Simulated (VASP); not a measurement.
All values below come from LDA (Ceperley-Alder, Perdew-Zunger), VASP's LDA PAW potentials (set 64) (plane waves; VASP).

VASP input:

### INCAR
```
SYSTEM = NaBr
PREC = Accurate
ENCUT = 520
EDIFF = 1E-7
NELM = 100
ALGO = Normal
LREAL = .FALSE.
LASPH = .TRUE.
ISMEAR = 0
SIGMA = 0.05
LMAXMIX = 4
LWAVE = .FALSE.
LCHARG = .FALSE.
LORBIT = 11
ICHARG = 11
```

**KPOINTS**
```
k-points along high-symmetry lines
15
Line-mode
Reciprocal
  0.000000   0.000000   0.000000 ! GAMMA
  0.500000   0.000000   0.500000 ! X

  0.500000   0.000000   0.500000 ! X
  0.625000   0.250000   0.625000 ! U

  0.375000   0.375000   0.750000 ! K
  0.000000   0.000000   0.000000 ! GAMMA

  0.000000   0.000000   0.000000 ! GAMMA
  0.500000   0.500000   0.500000 ! L

  0.500000   0.500000   0.500000 ! L
  0.500000   0.250000   0.750000 ! W

  0.500000   0.250000   0.750000 ! W
  0.500000   0.000000   0.500000 ! X
```

POSCAR:
```
NaBr
1
    0.0000000000     2.8943219294     2.8943219294
    2.8943219294     0.0000000000     2.8943219294
    2.8943219294     2.8943219294     0.0000000000
Na Br
1 1
Direct
  0.0000000000   0.0000000000   0.0000000000
  0.5000000000   0.5000000000   0.5000000000
```

POTCAR, in this order: Na_pv Br (LDA.64 set). Program: vasp_std. Read from the step before: CHGCAR.

Output of the run:

### OSZICAR
```
       N       E                     dE             d eps       ncg     rms          rms(c)
DAV:   1     0.876919412693E+02    0.87692E+02   -0.72781E+03  1983   0.123E+03
DAV:   2     0.106339364244E+01   -0.86629E+02   -0.80934E+02  2183   0.261E+02
DAV:   3    -0.608455158217E+01   -0.71479E+01   -0.71063E+01  2400   0.745E+01
DAV:   4    -0.622872416532E+01   -0.14417E+00   -0.14407E+00  2217   0.113E+01
DAV:   5    -0.623063944006E+01   -0.19153E-02   -0.19151E-02  2379   0.133E+00
DAV:   6    -0.623067801457E+01   -0.38575E-04   -0.38574E-04  2221   0.200E-01
DAV:   7    -0.623067916190E+01   -0.11473E-05   -0.11473E-05  2430   0.339E-02
DAV:   8    -0.623067920196E+01   -0.40062E-07   -0.40053E-07  2185   0.636E-03
   1 F= -.62306792E+01 E0= -.62306792E+01  d E =-.931710E-14
```

### OUTCAR
```
 val. band max:       -0.3020207307   @ k =   0.0000   0.0000   0.0000

 cond. band min:       3.7837314752   @ k =   0.0000   0.0000   0.0000



 k-point     1 :       0.0000    0.0000    0.0000
  band No.  band energies     occupation
      1     -21.6978      2.00000
      2     -21.6978      2.00000
      3     -21.6978      2.00000
      4     -13.3716      2.00000
      5      -0.3020      2.00000
      6      -0.3020      2.00000
      7      -0.3020      2.00000
      8       3.7837      0.00000
      9       9.3878      0.00000
     10       9.3878      0.00000
     11       9.3878      0.00000

 k-point     2 :       0.0357    0.0000    0.0357
  band No.  band energies     occupation
      1     -21.6981      2.00000
      2     -21.6979      2.00000
      3     -21.6979      2.00000
      4     -13.3656      2.00000
      5      -0.3575      2.00000
      6      -0.3140      2.00000
      7      -0.3140      2.00000
      8       3.8617      0.00000
      9       9.2869      0.00000
     10       9.4241      0.00000
     11       9.4241      0.00000

 k-point     3 :       0.0714    0.0000    0.0714
  band No.  band energies     occupation
      1     -21.6991      2.00000
      2     -21.6982      2.00000
      3     -21.6982      2.00000
      4     -13.3481      2.00000
      5      -0.5101      2.00000
      6      -0.3491      2.00000
      7      -0.3491      2.00000
      8       4.0809      0.00000
      9       9.0290      0.00000
     10       9.5315      0.00000
     11       9.5315      0.00000

 k-point     4 :       0.1071    0.0000    0.1071
  band No.  band energies     occupation
      1     -21.7005      2.00000
      2     -21.6986      2.00000
      3     -21.6986      2.00000
      4     -13.3200      2.00000
      5      -0.7284      2.00000
      6      -0.4045      2.00000
      7      -0.4045      2.00000
      8       4.4064      0.00000
      9       8.6925      0.00000
     10       9.7060      0.00000
...
```

The density is held fixed in this step, so its total energy and stress have no physical meaning.

The compound is NaBr in the rock salt structure. It was relaxed first, which changed the volume by -9 %.
